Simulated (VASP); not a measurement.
**Si in VASP: how settings move the PBE single point**

The PBE single point of Si built on the diamond prototype, under +1.0 % biaxial strain in x and y, free along z is repeated with altered inputs. Which of them can be trusted?

Code: VASP 6.6.1. PAW datasets, plane waves. (Simulation; spin polarisation is off.)

## (1) The structure to begin with

The cell comes from an earlier relaxation with r2SCAN in another program, then strained, with the atoms relaxed again.

It is tetragonal, I4_1/amd (No. 141); a = 3.888 Å, c = 5.404 Å in the conventional setting, 20.43 Å³ an atom. Near Si stand 4 Si at 2.37 Å.

The structure in full:

```cif
data_structure
_symmetry_space_group_name_H-M 'P 1'
_symmetry_Int_Tables_number 1
_cell_length_a 3.8550
_cell_length_b 3.8550
_cell_length_c 3.8882
_cell_angle_alpha 59.715
_cell_angle_beta 59.715
_cell_angle_gamma 60.570
_cell_volume 40.85
loop_
_atom_site_label
_atom_site_type_symbol
_atom_site_fract_x
_atom_site_fract_y
_atom_site_fract_z
_atom_site_occupancy
Si1 Si 0.00000 0.00000 0.00000 1
Si2 Si 0.25000 0.25000 0.25000 1
```

## (2) Reference

INCAR

```
ENCUT = 520.000000
SIGMA = 0.020000
EDIFF = 1.00e-07
GGA = PE
PREC = Accurate
IBRION = -1
ISIF = 2
ISMEAR = -1
NBANDS = 11
NELM = 120
NSW = 0
LASPH = .TRUE.
LCHARG = .FALSE.
LWAVE = .FALSE.
LREAL = .FALSE.
```

KPOINTS

```
KPOINTS created by Atomic Simulation Environment
0
Gamma
8 8 8
0 0 0
```

POSCAR

```
Si
 1.0000000000000000
     0.0000000000000000    2.7493400846000000    2.7022135923000001
     2.7493400846000000    0.0000000000000000    2.7022135923000001
     2.7493400846000000    2.7493400846000000    0.0000000000000000
 Si
   2
Cartesian
  0.0000000000000000  0.0000000000000000  0.0000000000000000
  1.3746700423000000  1.3746700423000000  1.3511067961500001
```

A file KPOINTS_OPT adds named points for the levels; it doesn't enter the self-consistent loop.

Potentials: the recommended PBE PAW datasets, 8 valence electrons.

On the command line:

```
$ mpirun -np 1 vasp_std
```

## (3) Variant 1

INCAR, as its differences from that of step 2:

```diff
@@ -9,3 +9,2 @@
 NBANDS = 11
-NELM = 120
 NSW = 0
@@ -15 +14,3 @@
 LREAL = .FALSE.
+NELMIN = 8
+NELM = 98
```

KPOINTS is that of step 2.

POSCAR is that of step 2.

## (4) Variant 2

INCAR, as its differences from that of step 2:

```diff
@@ -15 +15,2 @@
 LREAL = .FALSE.
+ADDGRID = .TRUE.
```

KPOINTS

```
KPOINTS created by Atomic Simulation Environment
0
Monkhorst-Pack
8 8 8
0 0 0
```

POSCAR is that of step 2.

## (5) Variant 3

INCAR, as its differences from that of step 2:

```diff
@@ -9,3 +9,2 @@
 NBANDS = 11
-NELM = 120
 NSW = 0
@@ -15 +14,3 @@
 LREAL = .FALSE.
+NELECT = 9
+NELM = 84
```

KPOINTS is that of step 2.

POSCAR is that of step 2.

## (6) Variant 4

INCAR

```
SIGMA = 0.020000
EDIFF = 1.00e-07
GGA = PE
PREC = Accurate
IBRION = -1
ISIF = 2
ISMEAR = -1
NELM = 120
NSW = 0
LASPH = .TRUE.
LCHARG = .FALSE.
LWAVE = .FALSE.
LREAL = .FALSE.
NBANDS = 6
ENCUT = 600
```

KPOINTS is that of step 2.

POSCAR

```
Si
 1.0000000000000000
     0.0000000000000000    2.7221188956232685    2.7221188956232685
     2.7221188956232685    0.0000000000000000    2.7221188956232685
     2.7221188956232685    2.7221188956232685    0.0000000000000000
 Si
   2
Cartesian
  0.0000000000000000 -0.0000000000000000  0.0000000000000000
  1.3610594478116342  1.3610594478116342  1.3610594478116342
```

## (7) Variant 5

INCAR, as its differences from that of step 2:

```diff
@@ -15 +15,2 @@
 LREAL = .FALSE.
+NELECT = 7.5
```

KPOINTS is that of step 2.

POSCAR

```
Si
 1.0000000000000000
     0.0000000000000000    2.7221188956232685    2.7221188956232685
     2.7221188956232685    0.0000000000000000    2.7221188956232685
     2.7221188956232685    2.7221188956232685    0.0000000000000000
 Si
   2
Cartesian
  0.0000000000000000 -0.0000000000000000  0.0000000000000000
  1.3610594478116342  1.3610594478116342  1.3610594478116342
```

Before running it: what results should come out? Wanted: for each run, changed; ending; energy change; pressure; electronic steps; usable.

**Answer**, as computed:

| run | changed | ending | energy change (meV/atom) | pressure (GPa) | gap on the mesh (eV; negative: overlap) | electronic steps | time | usable |
| --- | --- | --- | --- | --- | --- | --- | --- | --- |
| ref. | – | converged | 0 | 0.1 | 0.47 | 13 | 28 s | yes |
| 1 | NELMIN = 8, NELM = 98 | converged | 0.0 | 0.1 | 0.47 | 13 | 22 s | yes |
| 2 | ADDGRID = .TRUE., shifted mesh | converged | -1.9 | 0.1 | 0.71 | 13 | 61 s | yes |
| 3 | NELECT = 9, NELM = 84 | converged | – | 37.4 | – | 13 | 20 s | no |
| 4 | NBANDS = 6, ENCUT = 600 | converged | -0.2 | 1.2 | 0.63 | 11 | 5.2 s | yes |
| 5 | NELECT = 7.5 | converged | – | -17.6 | – | 14 | 12 s | no |

What this shows: Of 5 altered inputs, 2 ended normally on a faulty or unsound input, 3 gave usable results. Among the usable ones with comparable energies, «ADDGRID = .TRUE., shifted mesh» moves the energy most, by -1.9 meV/atom.
